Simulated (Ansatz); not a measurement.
A plane-wave DFT run in Ansatz 0.2.0 (scalar-relativistic PAW potentials unless the input names others): input and command.

```yaml
crystal:
  lattice:
    - [1.2601784535, 0.7275643694, 2.0578167262]
    - [-1.2601784535, 0.7275643694, 2.0578167262]
    - [0.0, -1.4551287388, 2.0578167262]
  atoms:
    - { symbol: Cu, position: [0.0, 0.0, 0.0] }
basis:
  ecutwfc: 420
kpoints:
  mp_grid: { grid: [20, 20, 20] }
hamiltonian:
  xc: pbesol
scf:
  occupations: { method: gaussian, width: 0.1 }
  convergence: { dr2_threshold: 1.0e-14 }
  max_iter: 75
output:
  forces: true
  eigenvalues: true
  stress: true
```

```bash
ansatz run input.yaml --threads 1 --pin off --max-ram 2560MiB --backend cpu --events-out ev --progress --plain --runs-dir out
```

Abridged log:
```
Warning: 36 symmetry operations that the atoms keep within the bar at which the run's group was sought (crystal.symmetry.tolerance 1.0e-5, or twice it) were not taken beside the 12 unitary ones that the detection took (of a slab, those that keep its plane). ...
Basis set: ecut = 420 eV, 229 PW (Γ), exchange–correlation on 36×36×36 points (8 copies of the dense FFT grid, shifted against one another)
Bands: 14, of which v1, the nominal top of the filled ones, is band 10 counted from 1 (9 counted from 0)
Symmetry: 12 space group operations
k-points: 781 of 8000
SCF iter   1: F=—  HF=-6588.780140 eV  |F-HF|=—  |Δ(HF+E_count)|=         —  Δρ=2.03e-2  dr2=2.40e-2  ethr=1.77e-3  ⟨swp⟩=5.4  Hψ=54703  notcnv=0
SCF iter   2: F=—  HF=-6588.774419 eV  |F-HF|=—  |Δ(HF+E_count)|=   5.72e-3  Δρ=9.76e-4  dr2=4.75e-5  ethr=1.27e-4  ⟨swp⟩=2.8  Hψ=23413  notcnv=0  defer=291
SCF iter   3: F=—  HF=-6588.774399 eV  |F-HF|=—  |Δ(HF+E_count)|=   1.98e-5  Δρ=9.30e-4  dr2=3.75e-5  ethr=2.50e-7  ⟨swp⟩=2.0  Hψ=18072  notcnv=0  defer=291
SCF iter   4: F=—  HF=-6588.774422 eV  |F-HF|=—  |Δ(HF+E_count)|=   2.24e-5  Δρ=6.46e-5  dr2=1.74e-7  ethr=1.97e-7  ⟨swp⟩=1.0  Hψ=10612  notcnv=0  defer=291
SCF iter   5: F=—  HF=-6588.774423 eV  |F-HF|=—  |Δ(HF+E_count)|=   1.11e-6  Δρ=2.62e-6  dr2=3.55e-10  ethr=9.18e-10  ⟨swp⟩=2.3  Hψ=15515  notcnv=0  defer=291
SCF iter   6: F=—  HF=-6588.774423 eV  |F-HF|=—  |Δ(HF+E_count)|=  1.57e-10  Δρ=1.11e-7  dr2=4.39e-13  ethr=1.87e-12  ⟨swp⟩=2.7  Hψ=18003  notcnv=0  defer=291
SCF iter   7: F=—  HF=-6588.774423 eV  |F-HF|=—  |Δ(HF+E_count)|=  9.09e-13  Δρ=9.78e-9  dr2=5.07e-15  ethr=1.00e-12  ⟨swp⟩=5.5  Hψ=40314  notcnv=0
SCF iter   8: F=-6588.774423 eV  HF=-6588.774423 eV  |F-HF|=9.09e-13  |Δ(HF+E_count)|=  9.09e-13  Δρ=1.00e-9  dr2=7.07e-17  ethr=1.00e-12  ⟨swp⟩=3.1  Hψ=28233  notcnv=0
SCF 1 converged in 8 iterations: F = -6588.774423 eV  dr2 = 7.07e-17
SCF converged after 8 iterations
Free energy (F): -6588.774423 eV
Harris-Foulkes:  -6588.774423 eV  (|F-HF|=9.09e-13)
Internal energy: -6588.773090 eV  (E = F + TS)
E sigma→0 (E₀):  -6588.773757 eV
Entropy (-TS):   -0.001333 eV (-1.333 meV/atom)
Fermi energy:    17.486318 eV
--- Forces (eV/Å), atoms counted from 1 ---
  atom   1  Cu     0.00000000     0.00000000     0.00000000
--- Stress (GPa, compression-positive) ---
       -0.090336       0.000000       0.000000
        0.000000      -0.090336       0.000000
        0.000000       0.000000      -0.085973
  P = ⅓ Tr σ = -0.0889 GPa (-0.889 kbar)
```

One setting here is needlessly strict: a threshold far tighter than needed (scf.convergence.dr2_threshold: not typed → 1e-14). It leaves the result as it was and can only cost iterations: the run converged in 8 SCF iterations with an energy at zero smearing within 0.01 meV/atom of the reference's, pressure -0.09 GPa, largest force 0.000 eV/Å, no gap on the mesh. A reference run on usual settings, whose relaxation ended at this geometry, converged, and the end of its own relaxation has pressure -0.09 GPa, largest force 0.000 eV/Å, no gap on the mesh.

Time: 7.8 s on 1 thread of Arm Neoverse V2 (shared host), peak memory 0.38 GiB.